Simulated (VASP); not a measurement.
A run of VASP 6.6.1:

INCAR

```
SYSTEM = Te
ALGO = Normal
EDIFF = 1E-6
ENCUT = 520
GGA = RP
ISIF = 2
ISMEAR = -1
LASPH = .TRUE.
LCHARG = .FALSE.
LREAL = .FALSE.
LWAVE = .FALSE.
NBANDS = 9
NELM = 80
PREC = Accurate
SIGMA = 0.1
```

File KPOINTS:

```
k-points
0
G
  10 10 10
  0 0 0
```

POSCAR

```
Te
1.0
    3.2304248581      0.0000000000      0.0000000000
    0.0000000000      3.2304248581      0.0000000000
    0.0000000000      0.0000000000      3.2304248581
Te
1
Direct
    0.0000000000      0.0000000000      0.0000000000
```

Potentials or basis: VASP PAW PBE potentials, release 64 (Te).

Launch:

```console
$ cat potpaw_PBE.64/Te/POTCAR > POTCAR
$ mpirun -np 1 vasp_std > vasp.out
```

Hardware: 1 thread of AMD EPYC 9R45 96-Core Processor (Zen 5), with other jobs on the host.

Q: Estimate the wall time of this run.

A: Run time: 6.3 s on 1 thread of AMD EPYC 9R45 96-Core Processor (Zen 5), with other jobs on the host, peak memory 0.11 GiB. Counts: scf iterations 12, k points 56.
